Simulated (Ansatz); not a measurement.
# Boron, fcc under LDA: ground state and equation of state, part 2 of 2

Aim: take boron in the fcc structure, relax it, solve it on a dense k-mesh, switch on spin-orbit coupling, then scale the cell to 7 volumes from 88 to 112 % of the relaxed one and try a fit of the equation of state. The k-meshes are 18×18×18 for the relaxation; 31×31×31 for the dense run; 19×19×19 for spin-orbit coupling; 21×21×21 for the volumes.

Ansatz 0.2.0; DFT, LDA (PW92), plane waves (420 eV) with PAW, scalar-relativistic.

### 5 Volume × 0.88

input.yaml

```yaml
crystal:
  lattice:
    - [0.0, 1.358379525, 1.358379525]
    - [1.358379525, 0.0, 1.358379525]
    - [1.358379525, 1.358379525, 0.0]
  atoms:
    - { symbol: B, position: [0.0, 0.0, 0.0] }
hamiltonian:
  xc: lda
  pseudopotentials:
    kind: paw
    azcp:
      B: "pseudopotentials/B.paw.azcp"
basis:
  ecutwfc: 420
  fft_grid_basis: typed
kpoints:
  mp_grid: { grid: [21, 21, 21], shift: [0, 0, 0] }
magnetization:
  spin_polarized: false
scf:
  occupations: { method: fermi_dirac, width: 0.1 }
  lower_state_search: "off"
output:
  stress: true
```

Log, shortened:

```text
Warning: <dir> the record states the generating functional pbe (its physics header spells it `PBE`), which answers neither for hamiltonian.xc's functional nor for the lda family's — results may be inconsistent (PPs are generated against a specific XC)
Warning: RAYON_NUM_THREADS=2 ignored (pool sized by the plan → 2); use --threads N
[...]
Pseudopotentials: kind: paw
Pseudopotential: B, paw, valence charge 3, recommended cutoff 420 eV (normal), <dir>
Functional definition: SPW92
[...]
Crystal: 1 atoms, lattice volume = 5.013 Å³
Basis set: ecut = 420 eV, 113 PW (Γ)
Bands: 6, of which v1, the nominal top of the filled ones, is band 2 counted from 1 (1 counted from 0)
Symmetry: 48 space group operations
Space group: Fm-3m (ITA 225), of the structure as read, at distance tolerance 1.7e-5 Å
k-points: 286 of 9261
[...]
SCF iter   1: F=—  HF=-148.334242 eV  |F-HF|=—  |Δ(HF+E_count)|=         —  Δρ=9.39e-3  dr2=2.33e-3  ethr=1.77e-3  ⟨swp⟩=4.6  Hψ=12753  notcnv=0
[...]
SCF iter   6: F=-148.333225 eV  HF=-148.333225 eV  |F-HF|=5.68e-14  |Δ(HF+E_count)|=  5.12e-13  Δρ=2.07e-8  dr2=4.58e-15  ethr=1.00e-12  ⟨swp⟩=1.0  Hψ=4086  notcnv=0
[...]
SCF converged after 6 iterations
Free energy (F): -148.333225 eV
[...]
E sigma→0 (E₀):  -148.329920 eV
Entropy (-TS):   -0.006611 eV (-6.611 meV/atom)
Fermi energy:    17.066381 eV
[...]
--- Stress (GPa, compression-positive) ---
       47.299077       0.000000       0.000000
        0.000000      47.299077      -0.000000
       -0.000000       0.000000      47.299077
  P = ⅓ Tr σ = 47.2991 GPa (472.991 kbar)
```

Run time: 0.6 s. Hardware: 2 threads of Arm Neoverse V1, shared host; peak memory 0.24 GiB.

### 6 Volume × 0.92

input.yaml, as its differences from that of step 5:

```diff
@@ -2,5 +2,5 @@
   lattice:
-    - [0.0, 1.358379525, 1.358379525]
-    - [1.358379525, 0.0, 1.358379525]
-    - [1.358379525, 1.358379525, 0.0]
+    - [0.0, 1.3786568357, 1.3786568357]
+    - [1.3786568357, 0.0, 1.3786568357]
+    - [1.3786568357, 1.3786568357, 0.0]
   atoms:
```

Log, shortened:

```text
Warning: <dir> the record states the generating functional pbe (its physics header spells it `PBE`), which answers neither for hamiltonian.xc's functional nor for the lda family's — results may be inconsistent (PPs are generated against a specific XC)
Warning: RAYON_NUM_THREADS=2 ignored (pool sized by the plan → 2); use --threads N
[...]
[... 3 set-up lines as earlier in the session ...]
[...]
Crystal: 1 atoms, lattice volume = 5.241 Å³
Basis set: ecut = 420 eV, 113 PW (Γ)
Bands: 6, of which v1, the nominal top of the filled ones, is band 2 counted from 1 (1 counted from 0)
[... 2 set-up lines as earlier in the session ...]
k-points: 286 of 9261
[...]
SCF iter   1: F=—  HF=-148.387566 eV  |F-HF|=—  |Δ(HF+E_count)|=         —  Δρ=8.49e-3  dr2=2.02e-3  ethr=1.77e-3  ⟨swp⟩=4.6  Hψ=12762  notcnv=0
[...]
SCF iter   6: F=-148.386696 eV  HF=-148.386696 eV  |F-HF|=5.68e-14  |Δ(HF+E_count)|=  5.68e-14  Δρ=2.03e-8  dr2=8.62e-15  ethr=1.00e-12  ⟨swp⟩=1.0  Hψ=4085  notcnv=0
[...]
SCF converged after 6 iterations
Free energy (F): -148.386696 eV
[...]
E sigma→0 (E₀):  -148.383343 eV
Entropy (-TS):   -0.006707 eV (-6.707 meV/atom)
Fermi energy:    16.277930 eV
[...]
--- Stress (GPa, compression-positive) ---
       28.488978      -0.000000      -0.000000
        0.000000      28.488978      -0.000000
        0.000000      -0.000000      28.488978
  P = ⅓ Tr σ = 28.4890 GPa (284.890 kbar)
```

Wall time 0.62 s (2 threads of Arm Neoverse V1, shared host); peak memory 0.24 GiB.

### 7 Volume × 0.96

input.yaml, as its differences from that of step 6:

```diff
@@ -2,5 +2,5 @@
   lattice:
-    - [0.0, 1.3786568357, 1.3786568357]
-    - [1.3786568357, 0.0, 1.3786568357]
-    - [1.3786568357, 1.3786568357, 0.0]
+    - [0.0, 1.3983545946, 1.3983545946]
+    - [1.3983545946, 0.0, 1.3983545946]
+    - [1.3983545946, 1.3983545946, 0.0]
   atoms:
```

Log, shortened:

```text
Warning: <dir> the record states the generating functional pbe (its physics header spells it `PBE`), which answers neither for hamiltonian.xc's functional nor for the lda family's — results may be inconsistent (PPs are generated against a specific XC)
Warning: RAYON_NUM_THREADS=2 ignored (pool sized by the plan → 2); use --threads N
[...]
[... 3 set-up lines as earlier in the session ...]
[...]
Crystal: 1 atoms, lattice volume = 5.469 Å³
Basis set: ecut = 420 eV, 113 PW (Γ)
Bands: 6, of which v1, the nominal top of the filled ones, is band 2 counted from 1 (1 counted from 0)
[... 2 set-up lines as earlier in the session ...]
k-points: 286 of 9261
[...]
SCF iter   1: F=—  HF=-148.416537 eV  |F-HF|=—  |Δ(HF+E_count)|=         —  Δρ=7.60e-3  dr2=1.71e-3  ethr=1.77e-3  ⟨swp⟩=4.6  Hψ=12795  notcnv=0
[...]
SCF iter   6: F=-148.415808 eV  HF=-148.415808 eV  |F-HF|=5.68e-14  |Δ(HF+E_count)|=  3.27e-12  Δρ=1.34e-8  dr2=3.33e-15  ethr=1.00e-12  ⟨swp⟩=1.0  Hψ=4088  notcnv=0
[...]
SCF converged after 6 iterations
Free energy (F): -148.415808 eV
[...]
E sigma→0 (E₀):  -148.412388 eV
Entropy (-TS):   -0.006839 eV (-6.839 meV/atom)
Fermi energy:    15.544184 eV
[...]
--- Stress (GPa, compression-positive) ---
       12.948103      -0.000000       0.000000
        0.000000      12.948103       0.000000
       -0.000000      -0.000000      12.948103
  P = ⅓ Tr σ = 12.9481 GPa (129.481 kbar)
```

Run time: 0.6 s. Hardware: 2 threads of Arm Neoverse V1, shared host; peak memory 0.24 GiB.

### 8 Volume × 1.0

input.yaml, as its differences from that of step 7:

```diff
@@ -2,5 +2,5 @@
   lattice:
-    - [0.0, 1.3983545946, 1.3983545946]
-    - [1.3983545946, 0.0, 1.3983545946]
-    - [1.3983545946, 1.3983545946, 0.0]
+    - [0.0, 1.4175125177, 1.4175125177]
+    - [1.4175125177, 0.0, 1.4175125177]
+    - [1.4175125177, 1.4175125177, 0.0]
   atoms:
```

Log, shortened:

```text
Warning: <dir> the record states the generating functional pbe (its physics header spells it `PBE`), which answers neither for hamiltonian.xc's functional nor for the lda family's — results may be inconsistent (PPs are generated against a specific XC)
Warning: RAYON_NUM_THREADS=2 ignored (pool sized by the plan → 2); use --threads N
[...]
[... 3 set-up lines as earlier in the session ...]
[...]
Crystal: 1 atoms, lattice volume = 5.697 Å³
Basis set: ecut = 420 eV, 113 PW (Γ)
Bands: 6, of which v1, the nominal top of the filled ones, is band 2 counted from 1 (1 counted from 0)
[... 2 set-up lines as earlier in the session ...]
k-points: 286 of 9261
[...]
SCF iter   1: F=—  HF=-148.425399 eV  |F-HF|=—  |Δ(HF+E_count)|=         —  Δρ=6.81e-3  dr2=1.43e-3  ethr=1.77e-3  ⟨swp⟩=4.5  Hψ=12751  notcnv=0
[...]
SCF iter   6: F=-148.424788 eV  HF=-148.424788 eV  |F-HF|=0.00e0  |Δ(HF+E_count)|=  6.82e-12  Δρ=3.48e-8  dr2=2.40e-14  ethr=2.22e-12  ⟨swp⟩=1.0  Hψ=4106  notcnv=0
[...]
SCF converged after 6 iterations
Free energy (F): -148.424788 eV
[...]
E sigma→0 (E₀):  -148.421291 eV
Entropy (-TS):   -0.006993 eV (-6.993 meV/atom)
Fermi energy:    14.858831 eV
[...]
--- Stress (GPa, compression-positive) ---
        0.081179      -0.000000       0.000000
       -0.000000       0.081179       0.000000
        0.000000      -0.000000       0.081179
  P = ⅓ Tr σ = 0.0812 GPa (0.812 kbar)
```

Wall time 0.6 s (2 threads of Arm Neoverse V1, shared host); peak memory 0.24 GiB.

### 9 Volume × 1.04

input.yaml, as its differences from that of step 8:

```diff
@@ -2,5 +2,5 @@
   lattice:
-    - [0.0, 1.4175125177, 1.4175125177]
-    - [1.4175125177, 0.0, 1.4175125177]
-    - [1.4175125177, 1.4175125177, 0.0]
+    - [0.0, 1.4361661373, 1.4361661373]
+    - [1.4361661373, 0.0, 1.4361661373]
+    - [1.4361661373, 1.4361661373, 0.0]
   atoms:
```

Log, shortened:

```text
Warning: <dir> the record states the generating functional pbe (its physics header spells it `PBE`), which answers neither for hamiltonian.xc's functional nor for the lda family's — results may be inconsistent (PPs are generated against a specific XC)
Warning: RAYON_NUM_THREADS=2 ignored (pool sized by the plan → 2); use --threads N
[...]
[... 3 set-up lines as earlier in the session ...]
[...]
Crystal: 1 atoms, lattice volume = 5.924 Å³
Basis set: ecut = 420 eV, 113 PW (Γ)
Bands: 6, of which v1, the nominal top of the filled ones, is band 2 counted from 1 (1 counted from 0)
[... 2 set-up lines as earlier in the session ...]
k-points: 286 of 9261
[...]
SCF iter   1: F=—  HF=-148.417613 eV  |F-HF|=—  |Δ(HF+E_count)|=         —  Δρ=6.14e-3  dr2=1.20e-3  ethr=1.77e-3  ⟨swp⟩=4.6  Hψ=12755  notcnv=0
[...]
SCF iter   6: F=-148.417091 eV  HF=-148.417091 eV  |F-HF|=5.68e-14  |Δ(HF+E_count)|=  2.34e-11  Δρ=4.61e-8  dr2=4.81e-14  ethr=4.35e-12  ⟨swp⟩=1.0  Hψ=4095  notcnv=0
[...]
SCF converged after 6 iterations
Free energy (F): -148.417091 eV
[...]
E sigma→0 (E₀):  -148.413505 eV
Entropy (-TS):   -0.007174 eV (-7.174 meV/atom)
Fermi energy:    14.215996 eV
[...]
--- Stress (GPa, compression-positive) ---
      -10.561458       0.000000       0.000000
       -0.000000     -10.561458       0.000000
        0.000000      -0.000000     -10.561458
  P = ⅓ Tr σ = -10.5615 GPa (-105.615 kbar)
```

It took 0.62 s on 2 threads of Arm Neoverse V1, shared host; peak memory 0.24 GiB.

### 10 Volume × 1.08

input.yaml, as its differences from that of step 9:

```diff
@@ -2,5 +2,5 @@
   lattice:
-    - [0.0, 1.4361661373, 1.4361661373]
-    - [1.4361661373, 0.0, 1.4361661373]
-    - [1.4361661373, 1.4361661373, 0.0]
+    - [0.0, 1.4543473856, 1.4543473856]
+    - [1.4543473856, 0.0, 1.4543473856]
+    - [1.4543473856, 1.4543473856, 0.0]
   atoms:
```

Log, shortened:

```text
Warning: <dir> the record states the generating functional pbe (its physics header spells it `PBE`), which answers neither for hamiltonian.xc's functional nor for the lda family's — results may be inconsistent (PPs are generated against a specific XC)
Warning: RAYON_NUM_THREADS=2 ignored (pool sized by the plan → 2); use --threads N
[...]
[... 3 set-up lines as earlier in the session ...]
[...]
Crystal: 1 atoms, lattice volume = 6.152 Å³
Basis set: ecut = 420 eV, 113 PW (Γ)
Bands: 6, of which v1, the nominal top of the filled ones, is band 2 counted from 1 (1 counted from 0)
[... 2 set-up lines as earlier in the session ...]
k-points: 286 of 9261
[...]
SCF iter   1: F=—  HF=-148.396081 eV  |F-HF|=—  |Δ(HF+E_count)|=         —  Δρ=5.59e-3  dr2=1.03e-3  ethr=1.77e-3  ⟨swp⟩=4.5  Hψ=12798  notcnv=0
[...]
SCF iter   6: F=-148.395616 eV  HF=-148.395616 eV  |F-HF|=0.00e0  |Δ(HF+E_count)|=  4.34e-11  Δρ=5.38e-8  dr2=6.79e-14  ethr=5.69e-12  ⟨swp⟩=1.0  Hψ=4115  notcnv=0
[...]
SCF converged after 6 iterations
Free energy (F): -148.395616 eV
[...]
E sigma→0 (E₀):  -148.391944 eV
Entropy (-TS):   -0.007344 eV (-7.344 meV/atom)
Fermi energy:    13.610550 eV
[...]
--- Stress (GPa, compression-positive) ---
      -19.343776      -0.000000      -0.000000
        0.000000     -19.343776       0.000000
        0.000000       0.000000     -19.343776
  P = ⅓ Tr σ = -19.3438 GPa (-193.438 kbar)
```

Wall time 0.61 s (2 threads of Arm Neoverse V1, shared host); peak memory 0.24 GiB.

### 11 Volume × 1.12

input.yaml, as its differences from that of step 10:

```diff
@@ -2,5 +2,5 @@
   lattice:
-    - [0.0, 1.4543473856, 1.4543473856]
-    - [1.4543473856, 0.0, 1.4543473856]
-    - [1.4543473856, 1.4543473856, 0.0]
+    - [0.0, 1.4720850775, 1.4720850775]
+    - [1.4720850775, 0.0, 1.4720850775]
+    - [1.4720850775, 1.4720850775, 0.0]
   atoms:
```

Log, shortened:

```text
Warning: <dir> the record states the generating functional pbe (its physics header spells it `PBE`), which answers neither for hamiltonian.xc's functional nor for the lda family's — results may be inconsistent (PPs are generated against a specific XC)
Warning: RAYON_NUM_THREADS=2 ignored (pool sized by the plan → 2); use --threads N
[...]
[... 3 set-up lines as earlier in the session ...]
[...]
Crystal: 1 atoms, lattice volume = 6.380 Å³
Basis set: ecut = 420 eV, 137 PW (Γ)
Bands: 6, of which v1, the nominal top of the filled ones, is band 2 counted from 1 (1 counted from 0)
[... 2 set-up lines as earlier in the session ...]
k-points: 286 of 9261
[...]
SCF iter   1: F=—  HF=-148.363233 eV  |F-HF|=—  |Δ(HF+E_count)|=         —  Δρ=5.17e-3  dr2=9.15e-4  ethr=1.77e-3  ⟨swp⟩=4.6  Hψ=12822  notcnv=0
[...]
SCF iter   6: F=-148.362806 eV  HF=-148.362806 eV  |F-HF|=0.00e0  |Δ(HF+E_count)|=  3.35e-11  Δρ=6.49e-8  dr2=1.25e-13  ethr=4.55e-12  ⟨swp⟩=1.0  Hψ=4164  notcnv=0
[...]
SCF converged after 6 iterations
Free energy (F): -148.362806 eV
[...]
E sigma→0 (E₀):  -148.359082 eV
Entropy (-TS):   -0.007448 eV (-7.448 meV/atom)
Fermi energy:    13.039068 eV
[...]
--- Stress (GPa, compression-positive) ---
      -26.572694       0.000000       0.000000
       -0.000000     -26.572694       0.000000
       -0.000000      -0.000000     -26.572694
  P = ⅓ Tr σ = -26.5727 GPa (-265.727 kbar)
```

Run time: 0.63 s. Hardware: 2 threads of Arm Neoverse V1, shared host; peak memory 0.24 GiB.

### 12 Energy and pressure against volume

The cell was scaled evenly, with its shape and the fractional positions fixed.

| V (Å³/atom) | E − E₀ (meV/atom) | P from the stress (GPa) | P from the fit (GPa) |
| --- | --- | --- | --- |
| 5.013 | 91.3 | 47.30 | 47.36 |
| 5.241 | 37.9 | 28.49 | 28.44 |
| 5.469 | 8.9 | 12.95 | 12.87 |
| 5.697 | 0.0 | 0.08 | 0.02 |
| 5.924 | 7.8 | -10.56 | -10.60 |
| 6.152 | 29.3 | -19.34 | -19.39 |
| 6.380 | 62.2 | -26.57 | -26.67 |

Fit (Birch-Murnaghan, third order): V₀ = 5.697 Å³/atom, B₀ = 291 GPa, B₀′ = 3.8, largest residual 0.04 meV/atom.

### 13 Outcome

The summary covers parts 1 to 2.

```
                            quantity                         value
      space group (spins left aside)               Fm-3m (No. 225)
                   conventional cell                   a = 2.835 Å
                              volume                 5.697 Å³/atom
                   shortest distance                       2.005 Å
                     gap on the mesh  none (levels filled in part)
relative to alpha-rhombohedral (B12)                +1352 meV/atom
                         V₀, B₀, B₀′   5.697 Å³/atom, 291 GPa, 3.8
```

The relaxation shrank the cell by 13.1 % in volume. It lies 1352 meV/atom above the element's reference form at the same level (alpha-rhombohedral (B12), from a run of its own), so it is far from stable. Levels at the Fermi energy are filled in part, as in a metal. The total energy of the spin-orbit run (on a coarser mesh) lies -1 meV/atom from the scalar one; mesh and treatment of the core enter this figure, so it is no spin-orbit energy. The fitted modulus is 291 GPa, among the stiffest elements. The symmetry was held, so the structure may be unstable against distortions that break it.
